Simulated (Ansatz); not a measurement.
# GaAs (F-43m) in Ansatz: single point with revPBE+D3(BJ)

Aim: the single point of GaAs with revPBE+D3(BJ).

Program: Ansatz 0.2.0. These are calculated values, not measurements. Logs are shortened: lines on timing, memory, paths and dates and some standing lists are left out, and cuts for length are marked.

### 1 The crystal as given

Symmetry: F-43m, No. 216, cubic system. The conventional cell has a = 5.654 Å, b = 5.654 Å, c = 5.654 Å, α = 90.00°, β = 90.00°, γ = 90.00°. Around As (site symmetry -43m) lie 4 Ga at 2.45 Å. Ga (site symmetry -43m) is surrounded by 4 As at 2.45 Å.

### 2 Single point, revPBE+D3(BJ), collinear spin, random start

Input file input.yaml:

```yaml
crystal:
  lattice:
    - [0.0, 2.82685, 2.82685]
    - [2.82685, 0.0, 2.82685]
    - [2.82685, 2.82685, 0.0]
  atoms:
    - { symbol: As, position: [0.75, 0.75, 0.75], spin: 1.0 }
    - { symbol: Ga, position: [0.0, 0.0, 0.0] }
kpoints:
  mp_grid: { grid: [8, 8, 8] }
scf:
  occupations: { method: gaussian, width: 0.1 }
hamiltonian:
  xc: revpbe
  dispersion: d3bj
  pseudopotentials: { kind: all_electron, lapw: { basis_error: 0.001 } }
magnetization:
  spin_polarized: true
  initial_magnetization: 1.0
  spin_locking: { lock_magnetization: hard }
output:
  forces: true
  stress: true
  eigenvalues: true
  xc_energy_on_converged_density: [revpbe, blyp, rpbe]
```

Potentials or basis: all-electron LAPW, scalar-relativistic.

On the command line:

```bash
$ ansatz run input.yaml --threads 1 --pin off --max-ram 2560MiB --backend cpu --events-out ev --progress --plain --runs-dir out
```

The log of the run:

```text
Warning: RAYON_NUM_THREADS=1 ignored (pool sized by the plan → 1); use --threads N
LAPW: plane waves up to 9.103 Å⁻¹, error target 1.0e-3 eV per atom; small_component_spin mean_spin; Ga in spheres of 1.234 Å, 21 of its electrons in bands, Dirac shells []; As in spheres of 1.214 Å, 23 of its electrons in bands, Dirac shells [] (how accurate: hamiltonian.pseudopotentials.lapw.basis_error, Limitations)
Engine: ansatz 0.2.0, aarch64-unknown-linux-gnu
Pseudopotentials: kind: all_electron
Pseudopotential: As, LAPW, valence charge 23, lapw/all_electron/scalar/gaussian/As, Koelling and Harmon's equation, gaussian nucleus
Pseudopotential: Ga, LAPW, valence charge 21, lapw/all_electron/scalar/gaussian/Ga, Koelling and Harmon's equation, gaussian nucleus
Functional definition: revPBE
  parameter kappa = 1.245
  parameter beta = 0.06672455060314922
  exchange = pbe_x(kappa = kappa, mu = beta*pi^2/3)
  correlation = pbe_c(beta = beta)
Crystal: 2 atoms, lattice volume = 45.179 Å³
Basis set: ecut = 315.6803713685995 eV, 561 PW (Γ), exchange–correlation at level 2
Bands: 27, of which v1, the nominal top of the filled ones, is band 22 counted from 1 (21 counted from 0)
Symmetry: 24 space group operations
Space group: F-43m (ITA 216), of the structure as read, at distance tolerance 3.6e-5 Å
Magnetic group: BNS 216.74 (UNI 1576), of the structure as read, at distance tolerance 3.6e-5 Å
k-points: 29 of 512 (time reversal used)
Non-local potential: As, projectors of the file, none
Non-local potential: Ga, projectors of the file, none
Initial density: superposition of atomic densities (chi_scale 0.1, normalization cell)
Starting moments: Σ|m| = 1 μB on 1 of 2 sites
Initial wavefunctions: plane waves of lowest kinetic energy (no species holds an atomic orbital)
Functional: x = revpbe(κ = 1.245, μ = 0.2195149727645171), c = pbe(β = 0.06672455060314922)
Listed functional: x = revpbe(κ = 1.245, μ = 0.2195149727645171), c = pbe(β = 0.06672455060314922)
Listed functional: x = b88, c = lyp
Listed functional: x = rpbe, c = pbe(β = 0.06672455060314922)
iter 1 solved again at ethr=5.84e-4 eV; its pass at ethr=1.00e-1 eV (dr2=2.57e-1 eV) is discarded
SCF iter   1: F=—  HF=-114432.488950 eV  |F-HF|=—  |Δ(HF+E_count)|=         —  Δρ=1.31e-2 (↑9.58e-3 ↓1.31e-2)  dr2=2.58e-1  dr2_m=5.05e-3  M=1.000 μB ∫|m|=1.001 μB  β_m=0.30  ethr=5.84e-4  ⟨swp⟩=2.5  Hψ=9698  notcnv=0
preconditioner: auto → none  [insulator: Δε(μ)=0.228 eV  Ē_g=15.953 eV  σ=0.100 eV  W_gap=0.58  n_scr=14 (ndim 8)  ℏωp=23.4 eV  f_vac=0.115  D(μ)=1.11/eV (n_scr^D=8)  ε∞_Penn≈3.2]
SCF iter   2: F=—  HF=-114432.438546 eV  |F-HF|=—  |Δ(HF+E_count)|=   5.04e-2  Δρ=8.25e-3 (↑6.49e-3 ↓8.25e-3)  dr2=8.59e-2  dr2_m=3.21e-3  M=1.000 μB ∫|m|=1.001 μB  β_m=0.45  ethr=5.84e-4  ⟨swp⟩=2.0  Hψ=4542  notcnv=0
iter 3 solved again at ethr=1.75e-5 eV; its pass at ethr=1.95e-4 eV (dr2=7.69e-3 eV) is discarded
SCF iter   3: F=—  HF=-114432.439002 eV  |F-HF|=—  |Δ(HF+E_count)|=   4.56e-4  Δρ=3.05e-3 (↑2.36e-3 ↓3.05e-3)  dr2=7.68e-3  dr2_m=9.05e-4  M=1.000 μB ∫|m|=1.001 μB  β_m=0.49  ethr=1.75e-5  ⟨swp⟩=2.0  Hψ=7660  notcnv=0
SCF iter   4: F=—  HF=-114432.440840 eV  |F-HF|=—  |Δ(HF+E_count)|=         —  Δρ=7.94e-4 (↑7.94e-4 ↓6.85e-4)  dr2=1.82e-4  dr2_m=1.74e-4  M=1.000 μB ∫|m|=1.001 μB  β_m=0.56  ethr=1.75e-5  ⟨swp⟩=2.7  Hψ=4426  notcnv=0
the basis was enlarged: its passes take 141.6 KiB over the memory plan, 2 of 2 planned eigensolver slots
SCF iter   5: F=—  HF=-114432.441508 eV  |F-HF|=—  |Δ(HF+E_count)|=   6.68e-4  Δρ=2.91e-4 (↑2.91e-4 ↓2.40e-4)  dr2=9.76e-6  dr2_m=2.73e-5  M=1.000 μB ∫|m|=1.001 μB  β_m=0.77  ethr=4.14e-7  ⟨swp⟩=3.0  Hψ=4604  notcnv=0
SCF iter   6: F=—  HF=-114432.441646 eV  |F-HF|=—  |Δ(HF+E_count)|=   1.38e-4  Δρ=6.82e-5 (↑3.57e-5 ↓6.82e-5)  dr2=1.45e-6  dr2_m=9.73e-7  M=1.000 μB ∫|m|=1.001 μB  β_m=0.65  ethr=2.22e-8  ⟨swp⟩=3.0  Hψ=4719  notcnv=0
SCF iter   7: F=—  HF=-114432.441634 eV  |F-HF|=—  |Δ(HF+E_count)|=   1.16e-5  Δρ=1.52e-5 (↑1.43e-5 ↓1.52e-5)  dr2=9.71e-8  dr2_m=5.97e-8  M=1.000 μB ∫|m|=1.001 μB  β_m=0.81  ethr=3.29e-9  ⟨swp⟩=3.0  Hψ=4600  notcnv=0
SCF iter   8: F=—  HF=-114432.441635 eV  |F-HF|=—  |Δ(HF+E_count)|=   5.67e-7  Δρ=2.91e-6 (↑2.91e-6 ↓2.39e-6)  dr2=3.66e-9  dr2_m=2.04e-9  M=1.000 μB ∫|m|=1.001 μB  β_m=0.90  ethr=2.21e-10  ⟨swp⟩=3.0  Hψ=4596  notcnv=0
SCF iter   9: F=-114432.441635 eV  HF=-114432.441635 eV  |F-HF|=8.88e-10  |Δ(HF+E_count)|=   2.52e-8  Δρ=7.07e-7 (↑7.07e-7 ↓3.96e-7)  dr2=1.37e-10  dr2_m=1.13e-10  M=1.000 μB ∫|m|=1.001 μB  ethr=8.33e-12  ⟨swp⟩=3.1  Hψ=4618  notcnv=0
SCF 1 converged in 9 iterations: F = -114432.441635 eV  dr2 = 1.37e-10
SCF converged after 9 iterations
Stability checked in part: among states of this total moment the steps that led to this state did not find it unstable. No probe was made; neither looks for a lower state of another moment (fixed_total_moment; see scf.lower_state_search)
Magnetization: 1.0000 μB (22.5000 up, 21.5000 down)
Absolute magnetization: 1.0006 μB (∫|ρ↑−ρ↓|)
Spin contamination: 0.0002 ħ² per cell (⟨S²⟩ above its minimum at these occupations)
Per-site moments (μB) at R_I (Å): [(0.35904994639388654, 1.214157833204632), (0.21350673287738076, 1.2339660430035193)]
Free energy (F): -114432.441635 eV
Harris-Foulkes:  -114432.441635 eV  (|F-HF|=8.88e-10)
Internal energy: -114432.435806 eV  (E = F + TS)
E sigma→0 (E₀):  -114432.438721 eV
Entropy (-TS):   -0.005829 eV (-2.914 meV/atom)
Fermi energy:    9.803087 (↑ 11.525618, ↓ 8.080556) eV
--- Per-component energies (eV) ---
  E_band       = -2123.470293
  E_kinetic    = 116852.867322
  E_xc         = -4350.666967
  E_electrostatic = -226933.391113  (all electrons and nuclei)
  E_disp       = -1.245048  (pairwise vdW)
  E_smearing   = -0.005829  (= −TS)
  E_closure    = 0.000000  (closes the sum)
  E_atoms      = -114424.953585  (free atoms, spherical and without spin; not in F)
  Σ components = -114432.441635   (vs F -114432.441635, Δ=0.00e0)
  Basis errors (estimates in eV, not in F): energy 4.4e-4 per atom: plane waves 4.0e-4 (2.4e-4 summed), levels above the bands 0.0e0, relativity 5.7e-8, radial functions 4.1e-5, core shells 3.7e-11; eigenvalues (radial functions only) 1.1e-6; not estimated: angular momenta, meshes, grids; target (lapw.basis_error) 1.0e-3; muffin-tin radii Ga 1.234 Å, As 1.214 Å
--- Forces (eV/Å), atoms counted from 1 ---
  atom   1  As    -0.00000000     0.00000000     0.00000000
  atom   2  Ga     0.00000000    -0.00000000     0.00000000
  max |Σ_I F_I| component: 1.39e-17 eV/Å
--- Stress (GPa, compression-positive) ---
        5.074935       0.000000      -0.000000
        0.000000       5.074935       0.000000
       -0.000000       0.000000       5.074935
  P = ⅓ Tr σ = 5.0749 GPa (50.749 kbar)
--- E_xc of listed functionals on the converged density (eV per cell; not total energies) ---
  on the closing iteration's output density plus the core of the run's pseudopotentials (for a meta-GGA, its output tau too, plus the cores' where a run under it adds that), as the run's own E_xc is; on PAW an entry holds the one-centre parts besides; self-consistent for revpbe alone
  E_xc = -4350.666967  revpbe
  E_xc = -4362.880784  blyp
  E_xc = -4353.949604  rpbe
--- Band table (eV; the first three rows and the last of 58) ---
  k-point 0 ↑: bands = ["-175.7888", "-134.2342", "-119.0972", "-119.0972", "-119.0972", "-84.9070", "-84.9070", "-84.9070", "-26.1053", "-26.1053", "-26.1053", "-26.0947", "-26.0947", "-5.3227", "-5.3227", "-5.3227", "-5.2333", "-5.2333", "-3.6903", "8.9994", "8.9994", "8.9994", "9.6742", "12.9074", "12.9074", "12.9074", "16.7061"]
  k-point 1 ↑: bands = ["-175.7888", "-134.2342", "-119.0972", "-119.0972", "-119.0972", "-84.9070", "-84.9070", "-84.9070", "-26.1052", "-26.1051", "-26.1051", "-26.0947", "-26.0947", "-5.3414", "-5.3189", "-5.3189", "-5.2335", "-5.2335", "-3.5047", "7.1117", "8.7736", "8.7736", "10.7204", "13.2459", "13.2459", "13.3142", "17.6505"]
  k-point 2 ↑: bands = ["-175.7888", "-134.2342", "-119.0972", "-119.0972", "-119.0972", "-84.9070", "-84.9070", "-84.9070", "-26.1052", "-26.1048", "-26.1048", "-26.0946", "-26.0946", "-5.3799", "-5.3105", "-5.3105", "-5.2331", "-5.2331", "-2.9929", "4.9574", "8.3449", "8.3449", "10.6039", "13.7541", "13.7541", "15.0235", "18.0713"]
  k-point 28 ↓: bands = ["-175.7507", "-134.2031", "-119.0541", "-119.0541", "-119.0541", "-84.8727", "-84.8727", "-84.8727", "-26.0356", "-26.0352", "-26.0341", "-26.0267", "-26.0260", "-5.3525", "-5.2177", "-5.2055", "-5.1813", "-5.1674", "-0.6843", "2.9890", "6.0566", "6.2600", "14.2170", "14.3693", "15.0741", "15.7118", "20.6806"]
```

Run time: 30 s. Hardware: 1 thread of Arm Neoverse V2, shared host; peak memory 0.37 GiB.

What came out:

```yaml
Free_energy: -114432.4416 eV
Pressure: 5.1 GPa
Absolute_moment: 1.00 μB per cell
Site_moments: As +0.36; Ga +0.21 μB
```

Caveat: the total moment is fixed, so each spin has its own Fermi level.
